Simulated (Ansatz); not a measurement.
**Relaxation of SiC$_{30}$**

All numbers below come from DFT PBE+D3(BJ), scalar-relativistic, plane waves, PAW in Ansatz 0.2.0. (420 eV cutoff, 4×4×4 k-mesh, shifted by half a step, Gaussian smearing of 0.10 eV, no spin polarisation)

What was changed: Si on a C site beside a C vacancy, charge +0, atoms relaxed.

In a supercell of 31 atoms the defect feels its periodic images, and the cell reads as a metal on the mesh, so a level in the gap can't be told from a carrier in the bands.

Spin polarisation was left out.

Command:

```bash
ansatz run input.yaml --threads 4 --pin off --max-ram 10240MiB --backend cpu --events-out ev --progress --plain --runs-dir out
```

Input:

```yaml
crystal:
  lattice:
    - [4.9310759918, 4.2682922365, 0.0]
    - [-4.9310759918, 4.2682922365, 0.0]
    - [0.0, 0.0, 6.7989838489]
  atoms:
    - { symbol: Si, position: [0.5833449102, 0.8333449102, 0.7499969814] }
    - { symbol: C, position: [0.9583449102, 0.9583449102, 0.7499969814] }
    - { symbol: C, position: [0.4583449102, 0.4583449102, 0.7499969814] }
    - { symbol: C, position: [0.8333449102, 0.5833449102, 0.7499969814] }
    - { symbol: C, position: [0.2083449102, 0.7083449102, 0.7499969814] }
    - { symbol: C, position: [0.3333449102, 0.0833449102, 0.7499969814] }
    - { symbol: C, position: [0.7083449102, 0.2083449102, 0.7499969814] }
    - { symbol: C, position: [0.0833449102, 0.3333449102, 0.7499969814] }
    - { symbol: C, position: [0.3333449102, 0.5833449102, 0.2500030186] }
    - { symbol: C, position: [0.7083449102, 0.7083449102, 0.2500030186] }
    - { symbol: C, position: [0.2083449102, 0.2083449102, 0.2500030186] }
    - { symbol: C, position: [0.5833449102, 0.3333449102, 0.2500030186] }
    - { symbol: C, position: [0.9583449102, 0.4583449102, 0.2500030186] }
    - { symbol: C, position: [0.0833449102, 0.8333449102, 0.2500030186] }
    - { symbol: C, position: [0.4583449102, 0.9583449102, 0.2500030186] }
    - { symbol: C, position: [0.8333449102, 0.0833449102, 0.2500030186] }
    - { symbol: C, position: [0.1666550898, 0.4166550898, 0.2500030186] }
    - { symbol: C, position: [0.5416550898, 0.5416550898, 0.2500030186] }
    - { symbol: C, position: [0.0416550898, 0.0416550898, 0.2500030186] }
    - { symbol: C, position: [0.4166550898, 0.1666550898, 0.2500030186] }
    - { symbol: C, position: [0.7916550898, 0.2916550898, 0.2500030186] }
    - { symbol: C, position: [0.9166550898, 0.6666550898, 0.2500030186] }
    - { symbol: C, position: [0.2916550898, 0.7916550898, 0.2500030186] }
    - { symbol: C, position: [0.6666550898, 0.9166550898, 0.2500030186] }
    - { symbol: C, position: [0.7916550898, 0.7916550898, 0.7499969814] }
    - { symbol: C, position: [0.2916550898, 0.2916550898, 0.7499969814] }
    - { symbol: C, position: [0.6666550898, 0.4166550898, 0.7499969814] }
    - { symbol: C, position: [0.0416550898, 0.5416550898, 0.7499969814] }
    - { symbol: C, position: [0.1666550898, 0.9166550898, 0.7499969814] }
    - { symbol: C, position: [0.5416550898, 0.0416550898, 0.7499969814] }
    - { symbol: C, position: [0.9166550898, 0.1666550898, 0.7499969814] }
basis:
  ecutwfc: 420
  xc_grid: 2
kpoints:
  mp_grid: { grid: [4, 4, 4], shift: [0.5, 0.5, 0.5] }
hamiltonian:
  xc: pbe
  dispersion: d3bj
scf:
  occupations: { method: gaussian, width: 0.1 }
output:
  forces: true
  stress: false
  eigenvalues: true
relax:
  adjacent_minimum: "off"
  f_tol: 0.02
  max_steps: 60
```

F is the free energy.

Steps:

```tsv
step	F − F(1) (eV)	largest force component (eV/Å)
1	0.0000	23.374
2	-4.4871	14.036
3	-6.9598	8.785
4	-8.3336	1.920
5	-8.5458	0.277
6	-8.5692	0.211
7	-8.5840	0.350
8	-8.5864	0.155
9	-8.5868	0.025
10	-8.5868	0.011
```

Relaxed structure:

```cif
data_structure
_symmetry_space_group_name_H-M 'P 1'
_symmetry_Int_Tables_number 1
_cell_length_a 6.5218
_cell_length_b 6.5218
_cell_length_c 6.7990
_cell_angle_alpha 90.000
_cell_angle_beta 90.000
_cell_angle_gamma 98.242
_cell_volume 286.20
loop_
_atom_site_label
_atom_site_type_symbol
_atom_site_fract_x
_atom_site_fract_y
_atom_site_fract_z
_atom_site_occupancy
Si1 Si 0.55592 0.80592 0.75000 1
C1 C 0.00343 0.00873 0.75000 1
C2 C 0.52908 0.51482 0.75000 1
C3 C 0.89934 0.63347 0.75000 1
C4 C 0.26482 0.77908 0.75000 1
C5 C 0.38347 0.14934 0.75000 1
C6 C 0.75873 0.25343 0.75000 1
C7 C 0.13983 0.38983 0.75000 1
C8 C 0.28660 0.53660 0.25000 1
C9 C 0.66181 0.66134 0.25000 1
C10 C 0.16176 0.16173 0.25000 1
C11 C 0.53677 0.28660 0.25000 1
C12 C 0.91173 0.41176 0.25000 1
C13 C 0.03660 0.78677 0.25000 1
C14 C 0.41134 0.91181 0.25000 1
C15 C 0.78712 0.03712 0.25000 1
C16 C 0.11980 0.36980 0.25000 1
C17 C 0.49477 0.49449 0.25000 1
C18 C 0.99486 0.99494 0.25000 1
C19 C 0.36975 0.11985 0.25000 1
C20 C 0.74494 0.24486 0.25000 1
C21 C 0.86985 0.61975 0.25000 1
C22 C 0.24449 0.74477 0.25000 1
C23 C 0.61989 0.86989 0.25000 1
C24 C 0.84601 0.83182 0.75000 1
C25 C 0.35197 0.35725 0.75000 1
C26 C 0.72728 0.46154 0.75000 1
C27 C 0.10725 0.60197 0.75000 1
C28 C 0.21154 0.97728 0.75000 1
C29 C 0.58182 0.09601 0.75000 1
C30 C 0.97077 0.22077 0.75000 1
```

The run converged. The run took 80 s on 4 threads of Arm Neoverse V2, on a shared host, peak memory 0.9 GiB.